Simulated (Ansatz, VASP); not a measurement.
KI: VASP beside Ansatz

INCAR

```
PREC = Accurate
ENCUT = 520
EDIFF = 1E-7
ISMEAR = 0
SIGMA = 0.05
LREAL = False
LASPH = True
NELM = 100
ALGO = Normal
ISIF = 2
LWAVE = False
LCHARG = False
GGA = PE
NBANDS = 15
```

File KPOINTS:

```
regular mesh
0
Gamma
  6 6 6
```

POSCAR

```
KI
1.0
    0.0000000000      3.5245500000      3.5245500000
    3.5245500000      0.0000000000      3.5245500000
    3.5245500000      3.5245500000      0.0000000000
K I
1 1
Direct
   -0.0376168650      0.0376168650      0.0000000000
    0.5000000000      0.5000000000      0.5000000000
```

Input for Ansatz:

```yaml
crystal:
  lattice:
    - [0.0, 3.52455, 3.52455]
    - [3.52455, 0.0, 3.52455]
    - [3.52455, 3.52455, 0.0]
  atoms:
    - { symbol: K, position: [-0.037616865, 0.037616865, 0.0] }
    - { symbol: I, position: [0.5, 0.5, 0.5] }
basis:
  ecutwfc: 420
kpoints:
  mp_grid: { grid: [6, 6, 6] }
hamiltonian:
  xc: pbe
scf:
  occupations: { method: gaussian, width: 0.05 }
output:
  forces: true
  stress: true
  eigenvalues: true
```

Change from the starting cell: all K atoms moved +0.188 Å, as atom 1 along Cartesian [1 -1 0].

Alike in both runs: task single point; functional PBE; k mesh 6 × 6 × 6; occupations gaussian, width 0.05 eV; no spin polarisation.

|  | VASP | Ansatz |
| --- | --- | --- |
| version | VASP 6.6.1 | Ansatz 0.2.0 |
| potentials or method | VASP PAW PBE potentials, release 64 (K_sv, I) | scalar-relativistic, plane waves, PAW |
| plane-wave cutoff (eV) | 520 | 420 |
| valence electrons in the cell | 16 | 26 |

VASP gave:

```
gap on the k mesh at the Fermi level (eV)       : 3.99
least direct gap on the mesh (eV)               : 3.99
pressure (GPa)                                  : 0.9
largest component of the traceless stress (GPa) : 0.18
rms of the force components (eV/Å)              : 0.125
```

Problem. Estimate Ansatz's values.

Solution. gap on the k mesh at the Fermi level (eV): 3.99; least direct gap on the mesh (eV): 3.99; pressure (GPa): 0.8; largest component of the traceless stress (GPa): 0.18; rms of the force components (eV/Å): 0.124.

Atom by atom the forces differ by 0.001 eV/Å (rms over components). The functional is the same, so the differences come from potentials, cutoffs and numerics. The two sets of potentials don't hold the same shells in valence.

Caveats: spin-orbit coupling is left out, which moves the levels of the heavy elements.
